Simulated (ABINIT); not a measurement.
# Te (R-3m) in ABINIT: a series of runs

One crystal, Te, is run at these levels: PBEsol, LDA; tasks: single point.

Everything below comes from runs of ABINIT 10.8.3 (patched build). Logs are shortened: lines on timing, memory, paths and dates and some standing lists are left out, and cuts for length are marked. The log counts tension as positive stress, the text compression.

## Step 1: The structure

The structure is trigonal, space group R-3m (No. 166). The conventional cell has a = 4.612 Å, b = 4.612 Å, c = 5.073 Å, α = 90.00°, β = 90.00°, γ = 120.00°. Te (site symmetry -3m) has 6 Te at 3.15 Å as nearest neighbours.

This isn't the form of Te at room conditions, which is trigonal, of chains.

## Step 2: Single point, PBEsol

Input file run.abi:

```
# Pseudopotentials
pp_dirpath "./"
pseudos "Te.upf"

# Structure
acell 3*1.0
rprim
     4.3575276773     2.5158197775     3.1954393898
    -4.3575276773     2.5158197775     3.1954393898
     0.0000000000    -5.0316395550     3.1954393898
ntypat 1
znucl 52
natom 1
typat 1
xred
     0.5000000000     0.5000000000     0.5000000000

# Plane-wave basis
ecut 34.0

# k points
kptopt 1
ngkpt 7 7 7
nshiftk 1
shiftk 0.0 0.0 0.0

# Exchange and correlation
ixc -116133

# Bands and occupations
nband 12
occopt 3
tsmear 0.05 eV

# SCF cycle
nstep 100
tolvrs 1.0e-10

# Output
iomode 3
prtwf 0
prtden 0
prteig 0
prtebands 0
enunit 2
```

Potentials or basis: PseudoDojo NC SR PBEsol v0.4.1 standard.

The run is started by

```
$ abinit run.abi > log 2>&1
```

run.abo:

```text
.Version 10.8.3 of ABINIT
 Symmetries : space group R-3 m (#166); Bravais hR (rhombohedral)
================================================================================
 Values of the parameters that define the memory need of the present run
     intxc =       0    ionmov =       0      iscf =       7    lmnmax =       6
     lnmax =       6     mgfft =      32  mpssoang =       3    mqgrid =    3001
     natom =       1  nloc_mem =       1    nspden =       1   nspinor =       1
    nsppol =       1      nsym =      12    n1xccc =    2501    ntypat =       1
    occopt =       3   xclevel =       2
       mpw =        2027          nfft =       32768          nkpt =          44
================================================================================
================================================================================

--------------------------------------------------------------------------------
------------- Echo of variables that govern the present computation ------------
--------------------------------------------------------------------------------
 -outvars: echo values of preprocessed input variables --------
            acell      1.0000000000E+00  1.0000000000E+00  1.0000000000E+00 Bohr
              amu      1.27600000E+02
             ecut      3.40000000E+01 Hartree
           enunit           2
              ixc     -116133
         kptrlatt        7    0    0      0    7    0      0    0    7
          kptrlen      4.17238930E+01
            natom           1
            nband          12
            ngfft          32      32      32
             nkpt          44
            nstep         100
             nsym          12
           ntypat           1
           occopt           3
           prtden           0
        prtebands           0
           prteig           0
            prtwf           0
            rprim      4.3575276773E+00  2.5158197775E+00  3.1954393898E+00
                      -4.3575276773E+00  2.5158197775E+00  3.1954393898E+00
                       0.0000000000E+00 -5.0316395550E+00  3.1954393898E+00
          spgroup         166
           tolvrs      1.00000000E-10
           tsmear      1.83746611E-03 Hartree
            typat      1
           xangst      2.1004919911E-17 -6.0609311126E-17  2.5364305541E+00
            xcart      3.9693545928E-17 -1.1453499871E-16  4.7931590847E+00
             xred      5.0000000000E-01  5.0000000000E-01  5.0000000000E-01
            znucl       52.00000

================================================================================

 chkinp: Checking input parameters for consistency.

================================================================================
== DATASET  1 ==================================================================

--- !DatasetInfo
iteration_state: {dtset: 1, }
dimensions: {natom: 1, nkpt: 44, mband: 12, nsppol: 1, nspinor: 1, nspden: 1, mpw: 2027, }
cutoff_energies: {ecut:  34.0, pawecutdg:  -1.0, }
electrons: {nelect:   1.60000000E+01, charge:   0.00000000E+00, occopt:   3.00000000E+00, tsmear:   1.83746611E-03, }
meta: {optdriver: 0, ionmov: 0, optcell: 0, iscf: 7, paral_kgb: 0, }
...

 Real(R)+Recip(G) space primitive vectors, cartesian coordinates (Bohr,Bohr^-1):
 R(1)=  4.3575277  2.5158198  3.1954394  G(1)=  0.1147440  0.0662475  0.1043153
 R(2)= -4.3575277  2.5158198  3.1954394  G(2)= -0.1147440  0.0662475  0.1043153
 R(3)=  0.0000000 -5.0316396  3.1954394  G(3)=  0.0000000 -0.1324949  0.1043153
 Unit cell volume ucvol=  2.1018490E+02 bohr^3
 Angles (23,13,12)=  9.39507615E+01  9.39507615E+01  9.39507615E+01 degrees

 getcut: wavevector=  0.0000  0.0000  0.0000  ngfft=  32  32  32
         ecut(hartree)=     34.000   => boxcut(ratio)=   2.04540

--- Pseudopotential description ------------------------------------------------
- pspini: atom type   1  psp file is ./Te.upf
12 -116133 2 -1 1294                          pspcod,pspxc,lmax,lloc,mmax
     nproj     2     2     2

   5.89228728E+02                                ecore*ucvol(ha*bohr**3)
--------------------------------------------------------------------------------

================================================================================

--- !BeginCycle
iteration_state: {dtset: 1, }
solver: {iscf: 7, nstep: 100, nline: 4, wfoptalg: 0, }
tolerances: {tolvrs: 1.00E-10, }
...

     iter   Etot(hartree)      deltaE(h)  residm     vres2
 ETOT  1  -104.64848731759    -1.046E+02 9.886E-02 2.062E-01
 ETOT  2  -104.67695598594    -2.847E-02 4.627E-03 2.349E-01
 ETOT  3  -104.67702349295    -6.751E-05 1.164E-03 4.017E-02
 ETOT  4  -104.67703647843    -1.299E-05 1.124E-03 1.882E-04
 ETOT  5  -104.67703652487    -4.645E-08 2.332E-04 3.965E-06
 ETOT  6  -104.67703652560    -7.327E-10 1.573E-04 6.736E-08
 ETOT  7  -104.67703652562    -1.887E-11 6.272E-05 1.928E-10
 ETOT  8  -104.67703652562     2.274E-13 4.903E-05 8.096E-12

 At SCF step    8       vres2   =  8.10E-12 < tolvrs=  1.00E-10 =>converged.

 Cartesian components of stress tensor (hartree/bohr^3)
  sigma(1 1)=  3.99312281E-05  sigma(3 2)=  0.00000000E+00
  sigma(2 2)=  3.99312280E-05  sigma(3 1)=  0.00000000E+00
  sigma(3 3)=  1.82195420E-05  sigma(2 1)=  0.00000000E+00

--- !ResultsGS
iteration_state: {dtset: 1, }
comment   : Summary of ground state results
lattice_vectors:
- [  4.3575277,   2.5158198,   3.1954394, ]
- [ -4.3575277,   2.5158198,   3.1954394, ]
- [  0.0000000,  -5.0316396,   3.1954394, ]
lattice_lengths: [   5.96056,    5.96056,    5.96056, ]
lattice_angles: [ 93.951,  93.951,  93.951, ] # degrees, (23, 13, 12)
lattice_volume:   2.1018490E+02
convergence: {deltae:  2.274E-13, res2:  8.096E-12, residm:  4.903E-05, diffor: null, }
etotal    :  -1.04677037E+02
entropy   :   0.00000000E+00
fermie    :   2.08387265E-01
cartesian_stress_tensor: # hartree/bohr^3
- [  3.99312281E-05,   0.00000000E+00,   0.00000000E+00, ]
- [  0.00000000E+00,   3.99312280E-05,   0.00000000E+00, ]
- [  0.00000000E+00,   0.00000000E+00,   1.82195420E-05, ]
pressure_GPa:  -9.6189E-01
xred      :
- [  5.0000E-01,   5.0000E-01,   5.0000E-01, Te]
cartesian_forces: # hartree/bohr
- [ -0.00000000E+00,  -0.00000000E+00,  -0.00000000E+00, ]
force_length_stats: {min:   0.00000000E+00, max:   0.00000000E+00, mean:   0.00000000E+00, }
...

 Integrated electronic density in atomic spheres:
 ------------------------------------------------
 Atom  Sphere_radius  Integrated_density
    1        2.00000         11.92290640
================================================================================

 ----iterations are completed or convergence reached----

 Mean square residual over all n,k,spin=   26.347E-08; max=  49.028E-06
 reduced coordinates (array xred) for    1 atoms
       0.500000000000      0.500000000000      0.500000000000
 rms dE/dt=  0.0000E+00; max dE/dt=  0.0000E+00; dE/dt below (all hartree)
    1       0.000000000000      0.000000000000      0.000000000000

 cartesian coordinates (angstrom) at end:
    1      0.00000000000000    -0.00000000000000     2.53643055413518

 cartesian forces (hartree/bohr) at end:
    1     -0.00000000000000    -0.00000000000000    -0.00000000000000
 frms,max,avg= 0.0000000E+00 0.0000000E+00   0.000E+00  0.000E+00  0.000E+00 h/b

 cartesian forces (eV/Angstrom) at end:
    1     -0.00000000000000    -0.00000000000000    -0.00000000000000
 frms,max,avg= 0.0000000E+00 0.0000000E+00   0.000E+00  0.000E+00  0.000E+00 e/A
 length scales=  1.000000000000  1.000000000000  1.000000000000 bohr
              =  0.529177210544  0.529177210544  0.529177210544 angstroms
 Fermi (or HOMO) energy (hartree) =   0.20839   Average Vxc (hartree)=  -0.37985
 Eigenvalues (hartree) for nkpt=  44  k points:
 kpt#   1, nband= 12, wtk=  0.00292, kpt=  0.0000  0.0000  0.0000 (reduced coord)
  -1.17145   -1.17145   -1.16903   -1.16903   -1.16838   -0.31079    0.23939    0.25690
   0.25690    0.43050    0.43050    0.44425
      occupation numbers for kpt#   1
   2.00000    2.00000    2.00000    2.00000    2.00000    2.00000    0.00000    0.00000
   0.00000    0.00000    0.00000    0.00000
 prteigrs : prtvol=0 or 1, do not print more k-points.

 Fermi (or HOMO) energy (eV) =   5.67051   Average Vxc (eV)= -10.33616
 Eigenvalues (   eV  ) for nkpt=  44  k points:
 kpt#   1, nband= 12, wtk=  0.00292, kpt=  0.0000  0.0000  0.0000 (reduced coord)
 -31.87684  -31.87684  -31.81083  -31.81083  -31.79330   -8.45689    6.51410    6.99053
   6.99053   11.71462   11.71462   12.08857
 prteigrs : prtvol=0 or 1, do not print more k-points.

--- !EnergyTerms
iteration_state     : {dtset: 1, }
comment             : Components of total free energy in Hartree
kinetic             :  5.69237393012456E+01
hartree             :  2.51996431242995E+01
xc                  : -2.43776649715554E+01
Ewald energy        : -6.11361364012648E+01
psp_core            :  2.80338274991042E+00
local_psp           : -7.44430554095335E+01
non_local_psp       : -2.96467348334426E+01
internal            : -1.04676826440341E+02
'-kT*entropy'       : -2.10085281939293E-04
total_energy        : -1.04677036525623E+02
total_energy_eV     : -2.84840727198338E+03
band_energy         : -1.17667055166197E+01
...

 Cartesian components of stress tensor (hartree/bohr^3)
  sigma(1 1)=  3.99312281E-05  sigma(3 2)=  0.00000000E+00
  sigma(2 2)=  3.99312280E-05  sigma(3 1)=  0.00000000E+00
  sigma(3 3)=  1.82195420E-05  sigma(2 1)=  0.00000000E+00

-Cartesian components of stress tensor (GPa)         [Pressure= -9.6189E-01 GPa]
- sigma(1 1)=  1.17481729E+00  sigma(3 2)=  0.00000000E+00
- sigma(2 2)=  1.17481729E+00  sigma(3 1)=  0.00000000E+00
- sigma(3 3)=  5.36037434E-01  sigma(2 1)=  0.00000000E+00

== END DATASET(S) ==============================================================
================================================================================

 -outvars: echo values of variables after computation  --------
            acell      1.0000000000E+00  1.0000000000E+00  1.0000000000E+00 Bohr
           etotal     -1.0467703653E+02
            fcart     -0.0000000000E+00 -0.0000000000E+00 -0.0000000000E+00
            rprim      4.3575276773E+00  2.5158197775E+00  3.1954393898E+00
                      -4.3575276773E+00  2.5158197775E+00  3.1954393898E+00
                       0.0000000000E+00 -5.0316395550E+00  3.1954393898E+00
           strten      3.9931228123E-05  3.9931228021E-05  1.8219542044E-05
                       0.0000000000E+00  0.0000000000E+00  0.0000000000E+00
           xangst      2.1004919911E-17 -6.0609311126E-17  2.5364305541E+00
             xred      5.0000000000E-01  5.0000000000E-01  5.0000000000E-01
 Calculation completed.
```

It took 16 s on 1 thread of Intel Xeon Platinum 8488C (Sapphire Rapids), shared host; peak memory 0.07 GiB.

What came out:

* Free energy: -2848.4073 eV
* Pressure: -1.0 GPa
* Band gap on the k mesh: none (metal or under the smearing width)
* Valence electrons inside the program's atomic spheres: Te 11.92 (radii [1.0584] Å)

Stress tensor (GPa, compression positive):
```
-1.17  0.00  0.00
 0.00 -1.17  0.00
 0.00  0.00 -0.54
```

Levels at points of the mesh, in eV from the Fermi level:
```tsv
k point	band 6	band 7	band 8	band 9	band 10	band 11
(0.00, 0.00, 0.00)	-14.13	0.84	1.32	1.32	6.04	6.04
```

Caveat: the cutoff is short for stress, so the pressure is rough.

(Part 1 of 2 ends here.)
